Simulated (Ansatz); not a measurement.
Input and command of a calculation in Ansatz (plane waves; scalar-relativistic PAW potentials unless the input names others):

```yaml
crystal:
  lattice:
    - [0.0, 2.2742384951, 2.2742384951]
    - [2.2742384951, 0.0, 2.2742384951]
    - [2.2742384951, 2.2742384951, 0.0]
  atoms:
    - { symbol: Ga, position: [0.0, 0.0, 0.0] }
    - { symbol: "N", position: [0.75, 0.75, 0.75] }
basis:
  ecutwfc: 420
kpoints:
  mp_grid: { grid: [10, 10, 10] }
hamiltonian:
  xc: pbe
scf:
  occupations: { method: fixed }
  initial_density: { chi_scale: 0.1 }
output:
  forces: true
  eigenvalues: true
  stress: true
relax:
  adjacent_minimum: "off"
  f_tol: 0.001
  max_steps: 60
  cell: { stress_tol: 0.02, p_target: 30.0 }
```

```bash
ansatz run input.yaml --threads 1 --pin off --max-ram 3072MiB --backend cpu --events-out ev --progress --plain --runs-dir out
```

Abridged log:
```
Basis set: ecut = 420 eV, 459 PW (Γ), exchange–correlation on 48×48×48 points (8 copies of the dense FFT grid, shifted against one another)
Bands: 13, of which v1, the nominal top of the filled ones, is band 9 counted from 1 (8 counted from 0)
Symmetry: 24 space group operations
k-points: 47 of 1000 (time reversal used)
SCF iter   1: F=—  HF=-4168.530177 eV  |F-HF|=—  |Δ(HF+E_count)|=         —  Δρ=1.01e-1  dr2=2.31e0  ethr=3.10e-3  ⟨swp⟩=4.0  Hψ=2776  notcnv=0  defer=55
SCF iter   2: F=—  HF=-4168.036761 eV  |F-HF|=—  |Δ(HF+E_count)|=   4.93e-1  Δρ=5.88e-2  dr2=5.21e-1  ethr=3.10e-3  ⟨swp⟩=2.4  Hψ=1541  notcnv=0  defer=10
SCF iter   3: F=—  HF=-4167.911961 eV  |F-HF|=—  |Δ(HF+E_count)|=   1.25e-1  Δρ=1.88e-2  dr2=4.22e-2  ethr=2.90e-3  ⟨swp⟩=2.0  Hψ=870  notcnv=0  defer=92
SCF iter   4: F=—  HF=-4167.910030 eV  |F-HF|=—  |Δ(HF+E_count)|=   1.93e-3  Δρ=6.14e-3  dr2=4.10e-3  ethr=2.34e-4  ⟨swp⟩=2.2  Hψ=1201  notcnv=0  defer=92
SCF iter   5: F=—  HF=-4167.907898 eV  |F-HF|=—  |Δ(HF+E_count)|=   2.13e-3  Δρ=5.71e-4  dr2=3.26e-5  ethr=2.28e-5  ⟨swp⟩=2.0  Hψ=1127  notcnv=0  defer=92
SCF iter   6: F=—  HF=-4167.907942 eV  |F-HF|=—  |Δ(HF+E_count)|=   4.34e-5  Δρ=2.35e-4  dr2=6.91e-6  ethr=1.81e-7  ⟨swp⟩=2.0  Hψ=1053  notcnv=0  defer=66
SCF iter   7: F=-4167.907941 eV  HF=-4167.907941 eV  |F-HF|=4.40e-8  |Δ(HF+E_count)|=   9.65e-7  Δρ=2.25e-5  dr2=5.08e-8  ethr=5.56e-10  ⟨swp⟩=5.2  Hψ=3417  notcnv=0
SCF 1 converged in 7 iterations: F = -4167.907941 eV  dr2 = 5.08e-8
relax step   1: F+E_penalty+E_count = -4167.90794079 eV  Δ(F+E_penalty+E_count) = +0.000e0 eV  max|allowed force component| = 2.128e-16 eV/Å  Δτ_max = 0.0000 Å  P = +0.005 GPa  Ω = 23.525 Å³  (7 SCF iters, dr2 threshold 1.00e-7 eV, accepted)
Crystal: 2 atoms, lattice volume = 21.197 Å³
Basis set: ecut = 420 eV, 411 PW (Γ), exchange–correlation on 48×48×48 points (8 copies of the dense FFT grid, shifted against one another)
Initial density: handed on by an earlier stage of this run
Initial wavefunctions: those handed on with the density
SCF iter   1: F=—  HF=-4167.789758 eV  |F-HF|=—  |Δ(HF+E_count)|=         —  Δρ=2.06e-2  dr2=9.72e-2  ethr=5.39e-4  ⟨swp⟩=1.0  Hψ=3683  notcnv=0
   ...
SCF iter   2: F=—  HF=-4167.667910 eV  |F-HF|=—  |Δ(HF+E_count)|=   2.76e-6  Δρ=1.38e-4  dr2=2.89e-6  ethr=1.13e-7  ⟨swp⟩=2.0  Hψ=986  notcnv=0
SCF iter   3: F=-4167.667909 eV  HF=-4167.667909 eV  |F-HF|=6.21e-8  |Δ(HF+E_count)|=   7.67e-7  Δρ=3.03e-5  dr2=1.00e-7  ethr=1.11e-9  ⟨swp⟩=5.1  Hψ=3184  notcnv=0
SCF 6 converged in 3 iterations: F = -4167.667909 eV  dr2 = 1.00e-7
relax step   6: F+E_penalty+E_count = -4167.66790884 eV  Δ(F+E_penalty+E_count) = +5.089e-3 eV  max|allowed force component| = 1.295e-16 eV/Å  Δτ_max = 0.0000 Å  P = +30.000 GPa  Ω = 20.641 Å³  energy of the carried Pulay correction = +9.856e-5 eV  (3 SCF iters, dr2 threshold 2.00e-7 eV, accepted)
SCF iter   1: F=—  HF=-4167.667851 eV  |F-HF|=—  |Δ(HF+E_count)|=         —  Δρ=3.15e-5  dr2=1.03e-7  ethr=1.88e-8  ⟨swp⟩=3.0  Hψ=4644  notcnv=0  defer=47
SCF iter   2: F=—  HF=-4167.667854 eV  |F-HF|=—  |Δ(HF+E_count)|=   3.33e-6  Δρ=1.61e-5  dr2=2.58e-8  ethr=5.74e-10  ⟨swp⟩=1.5  Hψ=746  notcnv=0  defer=14
SCF iter   3: F=—  HF=-4167.667854 eV  |F-HF|=—  |Δ(HF+E_count)|=   2.51e-8  Δρ=7.03e-6  dr2=9.58e-9  ethr=1.43e-10  ⟨swp⟩=2.3  Hψ=972  notcnv=0  defer=14
SCF iter   4: F=—  HF=-4167.667854 eV  |F-HF|=—  |Δ(HF+E_count)|=   3.90e-9  Δρ=6.34e-7  dr2=3.46e-11  ethr=5.32e-11  ⟨swp⟩=2.0  Hψ=988  notcnv=0  defer=14
SCF iter   5: F=—  HF=-4167.667854 eV  |F-HF|=—  |Δ(HF+E_count)|=  4.55e-11  Δρ=2.00e-7  dr2=5.36e-12  ethr=1.00e-12  ⟨swp⟩=6.4  Hψ=3203  notcnv=0
SCF iter   6: F=-4167.667854 eV  HF=-4167.667854 eV  |F-HF|=0.00e0  |Δ(HF+E_count)|=  4.55e-12  Δρ=2.95e-8  dr2=8.81e-14  ethr=1.00e-12  ⟨swp⟩=5.0  Hψ=2258  notcnv=0
SCF 7 converged in 6 iterations: F = -4167.667854 eV  dr2 = 8.81e-14
SCF converged after 6 iterations
Free energy (F): -4167.667854 eV
Harris-Foulkes:  -4167.667854 eV  (|F-HF|=0.00e0)
Internal energy: -4167.667854 eV  (E = F + TS)
E sigma→0 (E₀):  -4167.667854 eV
Fermi energy:    11.313137 eV
--- Forces (eV/Å), atoms counted from 1 ---
  atom   1  Ga     0.00000000     0.00000000     0.00000000
  atom   2  N      0.00000000     0.00000000     0.00000000
--- Stress (GPa, compression-positive) ---
       29.994994       0.000000       0.000000
        0.000000      29.994994       0.000000
        0.000000       0.000000      29.994994
  P = ⅓ Tr σ = 29.9950 GPa (299.950 kbar)
--- Relaxed structure (5 steps of the walk, 5 accepted, 2 SCFs on fresh bases) ---
  F+E_penalty+E_count = -4167.66785427 eV   max|allowed force component| = 1.388e-16 eV/Å   (the final SCF, on the basis selected at the relaxed cell)
  cell:  # Å, volume = 20.6414 Å³
    - [0.0, 2.17722304, 2.17722304]
    - [2.17722304, 0.0, 2.17722304]
    - [2.17722304, 2.17722304, 0.0]
  atoms:
    - { symbol: Ga, position: [0.0, 0.0, 0.0] }
    - { symbol: N, position: [0.75, 0.75, 0.75] }
```

Apart from outputs and empty bands, the input differs from a reference run on usual settings in scf.initial_density.chi_scale: not typed → 0.1. The reference, at the same start, ended its own course with a relaxed volume of 10.32 Å³/atom, pressure 29.99 GPa, largest force 0.000 eV/Å, gap on the mesh 2.38 eV. This run converged in 38 SCF iterations over all its steps (reference: 37) with an energy at zero smearing within 0.01 meV/atom of the reference's, a relaxed volume of 10.32 Å³/atom, pressure 29.99 GPa, largest force 0.000 eV/Å, gap on the mesh 2.38 eV.

The run took 24 s on 1 thread of AMD EPYC 7571 (shared host), peak memory 0.34 GiB.